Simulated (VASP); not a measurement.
# InSe (R3m) in VASP: further runs

Runs on InSe. Level: HSE06. Tasks: single point.

All numbers are computed with VASP 6.6.1; they aren't measurements. Logs are shortened: lines on timing, memory, paths and dates and some standing lists are left out, and cuts for length are marked.

## (1) Starting point

Symmetry: R3m, No. 160, trigonal system. Conventional cell: a = 4.000 Å, b = 4.000 Å, c = 25.320 Å, α = 90.00°, β = 90.00°, γ = 120.00°. In (site symmetry 3m) has 3 Se at 2.63 Å and 1 In at 2.82 Å as nearest neighbours. Around In (site symmetry 3m) lie 3 Se at 2.64 Å and 1 In at 2.82 Å. Around Se (site symmetry 3m) lie 3 In at 2.63 Å. Se (site symmetry 3m) has 3 In at 2.64 Å as nearest neighbours.

## (2) Single point, HSE06

POSCAR reads:

```
InSe
1.0
    2.0000000000      1.1547005384      8.4400000000
   -2.0000000000      1.1547005384      8.4400000000
    0.0000000000     -2.3094010768      8.4400000000
In Se
2 2
Direct
    0.8886000000      0.8886000000      0.8886000000
    0.0000000000      0.0000000000      0.0000000000
    0.1719000000      0.1719000000      0.1719000000
    0.3835000000      0.3835000000      0.3835000000
```

INCAR.step1 reads:

```
ALGO = Normal
EDIFF = 1E-5
ENCUT = 280
GGA = PE
ISIF = 2
ISMEAR = 0
LASPH = T
LREAL = F
LWAVE = T
NBANDS = 27
NELM = 100
NKRED = 1
PREC = Accurate
SIGMA = 0.01
```

INCAR.step2 reads:

```
ALGO = Normal
EDIFF = 1E-6
ENCUT = 280
GGA = PE
HFSCREEN = 0.2
ISIF = 2
ISMEAR = 0
ISTART = 1
LASPH = T
LCHARG = F
LHFCALC = T
LREAL = F
LWAVE = F
NBANDS = 27
NELM = 100
NKRED = 1
PREC = Accurate
PRECFOCK = Fast
SIGMA = 0.01
```

KPOINTS reads:

```
k-points
0
Gamma
  2 2 2
```

Potentials or basis: VASP PAW PBE potentials, release 64 (In_d, Se).

On the command line:

```bash
$ cat potpaw_PBE.64/In_d/POTCAR potpaw_PBE.64/Se/POTCAR > POTCAR
$ cp INCAR.step1 INCAR
$ mpirun -np 1 vasp_std > vasp.out
$ cp INCAR.step2 INCAR
$ mpirun -np 1 vasp_std > vasp.out
```

OUTCAR:

```text
EDIFF = 1E-6
   ENCUT = 280
   GGA = PE
   HFSCREEN = 0.2
   ISIF = 2
   ISMEAR = 0
   ISTART = 1
   LASPH = T
   LHFCALC = T
   LREAL = F
   NELM = 100
   NKRED = 1
   PREC = Accurate
   PRECFOCK = Fast

 Found      4 irreducible k-points:

 Following reciprocal coordinates:
            Coordinates               Weight
  0.000000  0.000000  0.000000      1.000000
  0.500000 -0.000000  0.000000      3.000000
  0.500000  0.500000  0.000000      3.000000
  0.500000  0.500000  0.500000      1.000000
   k-points           NKPTS =      4   k-points in BZ     NKDIM =      8   number of bands    NBANDS=     27
   number of dos      NEDOS =    301   number of ions     NIONS =      4
   total plane-waves  NPLWV = 110592
   dimension x,y,z NGX =    48 NGY =   48 NGZ =   48
   dimension x,y,z NGXF=    96 NGYF=   96 NGZF=   96
   ions per type =               2   2
   NGX,Y,Z   is equivalent  to a cutoff of   9.12,  9.12,  9.12 a.u.
   NGXF,Y,Z  is equivalent  to a cutoff of  18.24, 18.24, 18.24 a.u.
 SYSTEM =  unknown system
   PREC   = accura    normal or accurate (medium, high low for compatibility)
   ISTART =      1    job   : 0-new  1-cont  2-samecut
   ICHARG =      0    charge: 1-file 2-atom 10-const
   ISPIN  =      1    spin polarized calculation?
   LNONCOLLINEAR =      F non collinear calculations
   LSORBIT =      F    spin-orbit coupling
   LASPH  =      T    aspherical Exc in radial PAW
   ENCUT  =  280.0 eV  20.58 Ry    4.54 a.u.  11.94 11.94 11.94*2*pi/ulx,y,z
   NELM   =    100;   NELMIN=  2; NELMDL=  0     # of ELM steps
   EDIFF  = 0.1E-05   stopping-criterion for ELM
   LREAL  =      F    real-space projection
   EDIFFG = 0.1E-04   stopping-criterion for IOM
   NSW    =      0    number of steps for IOM
   IBRION =     -1    ionic relax: 0-MD 1-quasi-New 2-CG
   NFREE  =      0    steps in history (QN), initial steepest desc. (CG)
   ISIF   =      2    stress and relaxation
   ISYM   =      3    0-nonsym 1-usesym 2-fastsym
   POTIM  = 0.5000    time-step for ionic-motion
   TEBEG  =    0.0;   TEEND  =   0.0 temperature during run
   PSTRESS=    0.0 pullay stress
   NELECT =      38.0000    total number of electrons
   NUPDOWN=      -1.0000    fix difference up-down
   EMIN   =  10.00;   EMAX   =-10.00  energy-range for DOS
   EFERMI =   0.00;   METHOD = LEGACY
   ISMEAR =     0;   SIGMA  =   0.01  broadening in eV -4-tet -1-fermi 0-gaus
   EFERMI_NEDOS =   21; number of points for ismear=-14 and -15
   IALGO  =     38    algorithm
   IMIX   =      1    mixing-type and parameters
     AMIX     =   0.40;   BMIX     =  1.00
     AMIX_MAG =   1.60;   BMIX_MAG =  1.00
  volume/ion in A,a.u.               =      29.24       197.30
  Fermi-wavevector in a.u.,A,eV,Ry     =   1.125481  2.126852 17.234615  1.266709
  Thomas-Fermi vector in A             =   2.262159
   LORBIT       =      0    0 simple, 1 ext, 2 COOP (PROOUT), +10 PAW based schemes
   GGA     = PE    functional components
   LHFCALC =     T    Hartree Fock is set to
   PRECFOCK=fast      Normal, Fast or Accurate (Low or Medium for compatibility)
   ENCUT4O =  -1.0   cutoff for four orbital integrals eV
   NKREDX  =     1    reduce k-point grid by
   NKREDY  =     1    reduce k-point grid by
   NKREDZ  =     1    reduce k-point grid by
   AEXX    =    0.2500 exact exchange contribution
   HFSCREEN=    0.2000 screening length (either q_TF or 0.3 A-1)
   HFSCREENC=   0.2000 screening length for correlation (either q_TF or 0.3 A-1)
   ENCUTFOCK=  -1.0 apply spherical cutoff to Coloumb kernel
   IVDW    =     0    specifies the selected vdW correction
   LEPSILON=     F    determine dielectric tensor
   LRPA    =     F    only Hartree local field effects (RPA)
 non-spin polarized calculation
 Gauss-broadening in eV      SIGMA  =   0.01
  energy-cutoff  :      280.00
  volume of cell :      116.95
 maximum number of plane-waves:      1284
 NGX is ok and might be reduce to    48
  NGX = 28; NGY = 28; NGZ = 28

 number of electron      38.0000045 magnetization

 Free energy of the ion-electron system (eV)
  ---------------------------------------------------
  ext. energy  EPLUGINS =         0.00000000
  ---------------------------------------------------
  free energy    TOTEN  =       -16.12809046 eV

  energy without entropy =      -16.12809046  energy(sigma->0) =      -16.12809046

 E-fermi :   3.8397     XC(G=0):  -7.3759

 val. band max:        3.7906529092   @ k =   0.5000   0.5000   0.5000
 cond. band min:       5.0045131734   @ k =   0.5000   0.5000   0.5000
 fundamental gap:      1.2138602642
 Fermi energy:         3.8397041025

 k-point     1 :       0.0000    0.0000    0.0000
  band No.  band energies     occupation
      1     -12.9137      2.00000
      2     -12.7403      2.00000
      3     -12.7403      2.00000
      4     -12.6603      2.00000
      5     -12.6603      2.00000
      6     -12.6364      2.00000
[... 19 lines left out ...]
     26      10.1588      0.00000
     27      12.1242      0.00000

 k-point     2 :       0.5000   -0.0000    0.0000
  band No.  band energies     occupation
      1     -13.0314      2.00000
      2     -12.9196      2.00000
      3     -12.8503      2.00000
      4     -12.7342      2.00000
      5     -12.6642      2.00000
      6     -12.5844      2.00000
[... 19 lines left out ...]
     26      11.0931      0.00000
     27      11.6745      0.00000

 k-point     3 :       0.5000    0.5000    0.0000
  band No.  band energies     occupation
      1     -13.0262      2.00000
      2     -12.9253      2.00000
      3     -12.8493      2.00000
      4     -12.7348      2.00000
      5     -12.6642      2.00000
      6     -12.5842      2.00000
[... 19 lines left out ...]
     26      12.0168      0.00000
     27      12.4627      0.00000

 k-point     4 :       0.5000    0.5000    0.5000
  band No.  band energies     occupation
      1     -12.9142      2.00000
      2     -12.7406      2.00000
      3     -12.7406      2.00000
      4     -12.6601      2.00000
      5     -12.6601      2.00000
      6     -12.6366      2.00000
[... 19 lines left out ...]
     26      10.2961      0.00000
     27      12.5859      0.00000

------------------------ aborting loop because EDIFF is reached ----------------------------------------

  FORCE on cell =-STRESS in cart. coord.  units (eV):
  Direction    XX          YY          ZZ          XY          YZ          ZX
  --------------------------------------------------------------------------------------
  -------------------------------------------------------------------------------------
  Total        3.1862712      3.1862712     -0.1165796      0.0000000      0.0000000     -0.0000000
  in kB       43.6516097     43.6516097     -1.5971294      0.0000000      0.0000000     -0.0000000
  external PRESSURE =      28.5686967 kB  Pullay stress =       0.0000000 kB

 VOLUME and BASIS-vectors are now :
 -----------------------------------------------------------------------------
  energy-cutoff  :      280.00
  volume of cell :      116.95
      direct lattice vectors                 reciprocal lattice vectors
     2.000000000  1.154700538  8.440000000     0.250000000  0.144337567  0.039494471
    -2.000000000  1.154700538  8.440000000    -0.250000000  0.144337567  0.039494471
     0.000000000 -2.309401077  8.440000000     0.000000000 -0.288675135  0.039494471

 POSITION                                       TOTAL-FORCE (eV/Angst)
 -----------------------------------------------------------------------------------
      0.00000      0.00000     22.49935         0.000000      0.000000      0.386254
      0.00000      0.00000      0.00000         0.000000     -0.000000     -0.353117
      0.00000      0.00000      4.35251         0.000000     -0.000000     -0.142148
      0.00000      0.00000      9.71022         0.000000      0.000000      0.109010
 -----------------------------------------------------------------------------------
    total drift:                               -0.000006     -0.000007      0.003030

  FREE ENERGIE OF THE ION-ELECTRON SYSTEM (eV)
  ---------------------------------------------------
  free  energy   TOTEN  =       -16.1280904615 eV

  energy  without entropy=      -16.1280904615  energy(sigma->0) =      -16.12809046
```

Run time: 4.5 min. Hardware: 1 thread of AMD EPYC 7R13 (Zen 3), shared host; peak memory 0.37 GiB.

These settings aren't checked as converged: the numbers below hold their error.

Results:

```yaml
Free_energy: -16.1281 eV
Pressure: 2.9 GPa
Largest_force: 0.386 eV/Å
Band_gap_on_the_k_mesh: 1.21 eV, direct
```

Caveat: the k mesh is coarse (spacing up to 0.92 Å⁻¹), so the values aren't converged, least of all with exact exchange; the cutoff is under 1.25 times the usual one of these potentials, so pressure, stress and relaxed cells hold a basis-set (Pulay) error; the PAW data sets were made with another functional, which shifts forces and pressure a little; spin-orbit coupling is left out, which moves the levels of the heavy elements.

## (3) Single point, HSE06

POSCAR is that of step 2.

INCAR.step1: that of step 2 with these lines changed.

```diff
@@ -2,3 +2,3 @@
 EDIFF = 1E-5
-ENCUT = 280
+ENCUT = 340
 GGA = PE
```

INCAR.step2: that of step 2 with these lines changed.

```diff
@@ -2,3 +2,3 @@
 EDIFF = 1E-6
-ENCUT = 280
+ENCUT = 340
 GGA = PE
```

KPOINTS is that of step 2.

Potentials or basis: VASP PAW PBE potentials, release 64 (In_d, Se).

On the command line:

```bash
$ cat potpaw_PBE.64/In_d/POTCAR potpaw_PBE.64/Se/POTCAR > POTCAR
$ cp INCAR.step1 INCAR
$ mpirun -np 1 vasp_std > vasp.out
$ cp INCAR.step2 INCAR
$ mpirun -np 1 vasp_std > vasp.out
```

OUTCAR:

```text
EDIFF = 1E-6
   ENCUT = 340
   GGA = PE
   HFSCREEN = 0.2
   ISIF = 2
   ISMEAR = 0
   ISTART = 1
   LASPH = T
   LHFCALC = T
   LREAL = F
   NELM = 100
   NKRED = 1
   PREC = Accurate
   PRECFOCK = Fast

 Found      4 irreducible k-points:

 Following reciprocal coordinates:
            Coordinates               Weight
  0.000000  0.000000  0.000000      1.000000
  0.500000 -0.000000  0.000000      3.000000
  0.500000  0.500000  0.000000      3.000000
  0.500000  0.500000  0.500000      1.000000
   k-points           NKPTS =      4   k-points in BZ     NKDIM =      8   number of bands    NBANDS=     27
   number of dos      NEDOS =    301   number of ions     NIONS =      4
   total plane-waves  NPLWV = 157464
   dimension x,y,z NGX =    54 NGY =   54 NGZ =   54
   dimension x,y,z NGXF=   108 NGYF=  108 NGZF=  108
   ions per type =               2   2
   NGX,Y,Z   is equivalent  to a cutoff of  10.26, 10.26, 10.26 a.u.
   NGXF,Y,Z  is equivalent  to a cutoff of  20.52, 20.52, 20.52 a.u.
 SYSTEM =  unknown system
   PREC   = accura    normal or accurate (medium, high low for compatibility)
   ISTART =      1    job   : 0-new  1-cont  2-samecut
   ICHARG =      0    charge: 1-file 2-atom 10-const
   ISPIN  =      1    spin polarized calculation?
   LNONCOLLINEAR =      F non collinear calculations
   LSORBIT =      F    spin-orbit coupling
   LASPH  =      T    aspherical Exc in radial PAW
   ENCUT  =  340.0 eV  24.99 Ry    5.00 a.u.  13.16 13.16 13.16*2*pi/ulx,y,z
   NELM   =    100;   NELMIN=  2; NELMDL=  0     # of ELM steps
   EDIFF  = 0.1E-05   stopping-criterion for ELM
   LREAL  =      F    real-space projection
   EDIFFG = 0.1E-04   stopping-criterion for IOM
   NSW    =      0    number of steps for IOM
   IBRION =     -1    ionic relax: 0-MD 1-quasi-New 2-CG
   NFREE  =      0    steps in history (QN), initial steepest desc. (CG)
   ISIF   =      2    stress and relaxation
   ISYM   =      3    0-nonsym 1-usesym 2-fastsym
   POTIM  = 0.5000    time-step for ionic-motion
   TEBEG  =    0.0;   TEEND  =   0.0 temperature during run
   PSTRESS=    0.0 pullay stress
   NELECT =      38.0000    total number of electrons
   NUPDOWN=      -1.0000    fix difference up-down
   EMIN   =  10.00;   EMAX   =-10.00  energy-range for DOS
   EFERMI =   0.00;   METHOD = LEGACY
   ISMEAR =     0;   SIGMA  =   0.01  broadening in eV -4-tet -1-fermi 0-gaus
   EFERMI_NEDOS =   21; number of points for ismear=-14 and -15
   IALGO  =     38    algorithm
   IMIX   =      1    mixing-type and parameters
     AMIX     =   0.40;   BMIX     =  1.00
     AMIX_MAG =   1.60;   BMIX_MAG =  1.00
  volume/ion in A,a.u.               =      29.24       197.30
  Fermi-wavevector in a.u.,A,eV,Ry     =   1.125481  2.126852 17.234615  1.266709
  Thomas-Fermi vector in A             =   2.262159
   LORBIT       =      0    0 simple, 1 ext, 2 COOP (PROOUT), +10 PAW based schemes
   GGA     = PE    functional components
   LHFCALC =     T    Hartree Fock is set to
   PRECFOCK=fast      Normal, Fast or Accurate (Low or Medium for compatibility)
   ENCUT4O =  -1.0   cutoff for four orbital integrals eV
   NKREDX  =     1    reduce k-point grid by
   NKREDY  =     1    reduce k-point grid by
   NKREDZ  =     1    reduce k-point grid by
   AEXX    =    0.2500 exact exchange contribution
   HFSCREEN=    0.2000 screening length (either q_TF or 0.3 A-1)
   HFSCREENC=   0.2000 screening length for correlation (either q_TF or 0.3 A-1)
   ENCUTFOCK=  -1.0 apply spherical cutoff to Coloumb kernel
   IVDW    =     0    specifies the selected vdW correction
   LEPSILON=     F    determine dielectric tensor
   LRPA    =     F    only Hartree local field effects (RPA)
 non-spin polarized calculation
 Gauss-broadening in eV      SIGMA  =   0.01
  energy-cutoff  :      340.00
  volume of cell :      116.95
 maximum number of plane-waves:      1664
 NGX is ok and might be reduce to    54
  NGX = 28; NGY = 28; NGZ = 28

 number of electron      37.9999979 magnetization

 Free energy of the ion-electron system (eV)
  ---------------------------------------------------
  ext. energy  EPLUGINS =         0.00000000
  ---------------------------------------------------
  free energy    TOTEN  =       -16.13487469 eV

  energy without entropy =      -16.13487469  energy(sigma->0) =      -16.13487469

 E-fermi :   3.9147     XC(G=0):  -7.3756

 val. band max:        3.7904554659   @ k =   0.5000   0.5000   0.5000
 cond. band min:       5.0055394385   @ k =   0.5000   0.5000   0.5000
 fundamental gap:      1.2150839726
 Fermi energy:         3.9146907204

 k-point     1 :       0.0000    0.0000    0.0000
  band No.  band energies     occupation
      1     -12.9337      2.00000
      2     -12.7611      2.00000
      3     -12.7611      2.00000
      4     -12.6808      2.00000
      5     -12.6808      2.00000
      6     -12.6575      2.00000
[... 19 lines left out ...]
     26      10.1597      0.00000
     27      12.1229      0.00000

 k-point     2 :       0.5000   -0.0000    0.0000
  band No.  band energies     occupation
      1     -13.0496      2.00000
      2     -12.9378      2.00000
      3     -12.8713      2.00000
      4     -12.7552      2.00000
      5     -12.6854      2.00000
      6     -12.6063      2.00000
[... 19 lines left out ...]
     26      11.0936      0.00000
     27      11.6741      0.00000

 k-point     3 :       0.5000    0.5000    0.0000
  band No.  band energies     occupation
      1     -13.0445      2.00000
      2     -12.9435      2.00000
      3     -12.8703      2.00000
      4     -12.7557      2.00000
      5     -12.6854      2.00000
      6     -12.6060      2.00000
[... 19 lines left out ...]
     26      12.0177      0.00000
     27      12.4614      0.00000

 k-point     4 :       0.5000    0.5000    0.5000
  band No.  band energies     occupation
      1     -12.9343      2.00000
      2     -12.7612      2.00000
      3     -12.7612      2.00000
      4     -12.6806      2.00000
      5     -12.6806      2.00000
      6     -12.6575      2.00000
[... 19 lines left out ...]
     26      10.2970      0.00000
     27      12.5843      0.00000

------------------------ aborting loop because EDIFF is reached ----------------------------------------

  FORCE on cell =-STRESS in cart. coord.  units (eV):
  Direction    XX          YY          ZZ          XY          YZ          ZX
  --------------------------------------------------------------------------------------
  -------------------------------------------------------------------------------------
  Total        3.0428655      3.0428655     -0.2181369      0.0000000      0.0000000      0.0000000
  in kB       41.6869656     41.6869656     -2.9884542      0.0000000      0.0000000      0.0000000
  external PRESSURE =      26.7951590 kB  Pullay stress =       0.0000000 kB

 VOLUME and BASIS-vectors are now :
 -----------------------------------------------------------------------------
  energy-cutoff  :      340.00
  volume of cell :      116.95
      direct lattice vectors                 reciprocal lattice vectors
     2.000000000  1.154700538  8.440000000     0.250000000  0.144337567  0.039494471
    -2.000000000  1.154700538  8.440000000    -0.250000000  0.144337567  0.039494471
     0.000000000 -2.309401077  8.440000000     0.000000000 -0.288675135  0.039494471

 POSITION                                       TOTAL-FORCE (eV/Angst)
 -----------------------------------------------------------------------------------
      0.00000      0.00000     22.49935         0.000000     -0.000000      0.382276
      0.00000      0.00000      0.00000         0.000000      0.000000     -0.350599
      0.00000      0.00000      4.35251         0.000000     -0.000000     -0.141096
      0.00000      0.00000      9.71022         0.000000     -0.000000      0.109420
 -----------------------------------------------------------------------------------
    total drift:                                0.000000      0.000016     -0.000170

  FREE ENERGIE OF THE ION-ELECTRON SYSTEM (eV)
  ---------------------------------------------------
  free  energy   TOTEN  =       -16.1348746854 eV

  energy  without entropy=      -16.1348746854  energy(sigma->0) =      -16.13487469
```

Run time: 5.2 min. Hardware: 1 thread of AMD EPYC 7R13 (Zen 3), shared host; peak memory 0.47 GiB.

These settings aren't checked as converged: the numbers below hold their error.

What came out:

* Free energy: -16.1349 eV
* Pressure: 2.7 GPa
* Largest force: 0.382 eV/Å
* Band gap on the k mesh: 1.21 eV, direct

Caveat: the k mesh is coarse (spacing up to 0.92 Å⁻¹), so the values aren't converged, least of all with exact exchange; the PAW data sets were made with another functional, which shifts forces and pressure a little; spin-orbit coupling is left out, which moves the levels of the heavy elements.
